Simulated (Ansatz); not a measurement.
Runs of Ansatz 0.2.0 on ZrN. It takes space group Fm-3m (No. 225, cubic). The conventional cell has a = 4.600 Å, b = 4.600 Å, c = 4.600 Å, α = 90.00°, β = 90.00°, γ = 90.00°. Around Zr (site symmetry m-3m) lie 6 N at 2.30 Å. Around N (site symmetry m-3m) lie 6 Zr at 2.30 Å. 

| task | level | cell | k mesh | cutoff (eV) | smearing | basis error allowed | mesh quality | gap on the mesh (eV) | pressure (GPa) | relaxed volume (Å³/atom) |
| --- | --- | --- | --- | --- | --- | --- | --- | --- | --- | --- |
| single point | PBE | as given | 5 × 5 × 5 | 247 | fermi-dirac 0.04 eV | 0.003 eV/atom | coarse | none | -0.9 | - |
| phonons | LDA | as given | 7 × 7 × 7 | 296 | fermi-dirac 0.05 eV | 0.001 eV/atom | coarse | none | - | - |
| band structure | revPBE | as given | 10 × 10 × 10 | 281 | fermi-dirac 0.05 eV | 0.001 eV/atom | not flagged | - | 1.9 | - |
| single point | PBE | as given | 10 × 10 × 10 | 281 | gaussian 0.018 eV | 0.001 eV/atom | not flagged | none | (a) | - |
| relaxation of cell and atoms | revPBE+D4 | relaxed | 10 × 10 × 10 | - | fermi-dirac 0.05 eV | 0.001 eV/atom | not flagged | - | 0.0 | (b) |
| relaxation of cell and atoms | LDA | relaxed | 10 × 10 × 10 | - | fermi-dirac 0.05 eV | 0.001 eV/atom | not flagged | - | 0.0 | 11.58 |

Alike in all rows: potentials or basis all-electron LAPW, scalar-relativistic; no spin polarisation.

Q: Fill in the values left out.

A: (a) -0.8; (b) 11.82.

Caveats: some runs use coarse meshes; the k mesh is thin for a metal, which can move the energy by tens of meV per atom (some runs); a metal's response needs a denser mesh (some runs).

A k mesh can miss the band edges, and the runs leave out spin-orbit coupling on Zr.

A gap of «none» marks a metal or a gap under the smearing width.
